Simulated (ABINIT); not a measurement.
# InP: single point with PBE

InP:

```
In P
1.0
     0.00000    2.93050    2.93050
     2.93050    0.00000    2.93050
     2.93050    2.93050    0.00000
In P
1 1
Direct
  0.00000 0.00000 0.00000
  0.75000 0.75000 0.75000
```

```json
{"Program": "ABINIT 10.8.3 (patched build)", "Task": "single point", "Functional": "PBE", "Potentials or basis": "SPMS NC PBE v1.0", "Cutoff": "490 eV", "k mesh": "6 × 6 × 6", "Occupations": "fixed", "Spin": "no spin polarisation"}
```

```
Band gap on the k mesh                                : 0.71 eV, direct
Valence electrons inside the program's atomic spheres : In 9.89; P 2.81
```

Levels at points of the mesh, in eV from the valence-band top:
```tsv
k point	band 5	band 6	band 7	band 8	band 9	band 10	band 11
(0.00, 0.00, 0.00)	-14.12	-11.52	0.00	0.00	0.00	0.71	4.09
(0.50, 0.00, 0.00)	-14.11	-9.80	-5.73	-0.97	-0.97	1.50	4.81
(0.50, 0.50, 0.00)	-14.09	-9.15	-5.76	-2.32	-2.32	1.76	2.26
```

It took 1.7 s on 8 MPI ranks on Arm Neoverse V1, on a shared host, peak memory 0.48 GiB a rank.

Caveat: spin-orbit coupling is left out, which moves the levels of the heavy elements.
